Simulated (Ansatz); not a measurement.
Level of theory: DFT PBE, scalar-relativistic, plane waves, PAW (Ansatz 0.2.0). All cells share a 420 eV cutoff and Γ-centred k meshes spaced at most about 0.3 Å⁻¹ (about 0.25 or finer for metals, 2π included). Spin is collinear.

Each guess is relaxed in cell and atoms at zero pressure, on a coarse mesh first where it starts far from rest and then on a converged one. The steps can't lower the symmetry of the start, but it can rise. Energies are static (0 K, no zero-point motion).

Two unrelaxed guesses for GdO4:

A. (collinear spin from parallel moments)

```yaml
crystal:
  lattice:
    - [2.14347, 1.23753, 4.11195]
    - [-2.14347, 1.23753, 4.11195]
    - [0.00000, -2.47506, 4.11195]
  atoms:
    - { symbol: Gd, position: [0.00000, 0.00000, 0.00000] }
    - { symbol: O, position: [0.41307, 0.41307, 0.41307] }
    - { symbol: O, position: [0.58693, 0.58693, 0.58693] }
    - { symbol: O, position: [0.69861, 0.69861, 0.69861] }
    - { symbol: O, position: [0.30139, 0.30139, 0.30139] }
```

B. (collinear spin from parallel moments)

```yaml
crystal:
  lattice:
    - [-1.88262, 1.88262, 4.55815]
    - [1.88262, -1.88262, 4.55815]
    - [1.88262, 1.88262, -4.55815]
  atoms:
    - { symbol: Gd, position: [0.00000, 0.00000, 0.00000] }
    - { symbol: O, position: [0.38000, 0.38000, 0.00000] }
    - { symbol: O, position: [0.62000, 0.62000, 0.00000] }
    - { symbol: O, position: [0.75000, 0.25000, 0.50000] }
    - { symbol: O, position: [0.25000, 0.75000, 0.50000] }
```

Question: Do they relax into the same structure? If not, which is lower?

Answer: No. A ends lower, by 0.36 eV/atom. A: R-3m at 13.1 Å³/atom → R-3m at 11.2 Å³/atom; B: I4/mmm at 12.9 Å³/atom → I4/mmm at 11.1 Å³/atom. Counting O atoms around Gd (those within 1.25 times the shortest such distance or 1.15 times the sum of covalent radii; a plus sign parts nearer from farther groups), the end of A has Gd 14 and the end of B has Gd 2+8. The end of A and the end of B both hold O–O pairs. End of A. Conventional cell: a = 4.307 Å, c = 10.442 Å. Gd is surrounded by 8 O at 2.47–2.52 Å and 6 O at 2.69 Å; around O on its first site lie 1 O at 1.40 Å and 3 Gd at 2.52 Å; O on its second site is surrounded by 1 O at 1.40 Å, 1 Gd at 2.47 Å, 3 O at 2.57 Å and 3 Gd at 2.69 Å. End of B. Conventional cell: a = 4.324 Å, c = 5.943 Å. Gd has 2 O at 2.37 Å and 8 O at 2.62 Å; O on a site of symmetry 4mm is surrounded by 1 O at 1.21 Å, 4 O at 2.33 Å and 1 Gd at 2.37 Å; around O on a site of symmetry -4m2 lie 4 O at 2.33 Å and 4 Gd at 2.62 Å.

Ends held by symmetry can be saddle points. In such compounds of Gd a zero gap at this level may well be an artefact, since no Hubbard U is applied. The magnetic state reached may not be the lowest. Some structure types and database cells were kept out of the candidates from the start, so a known form may be missing.
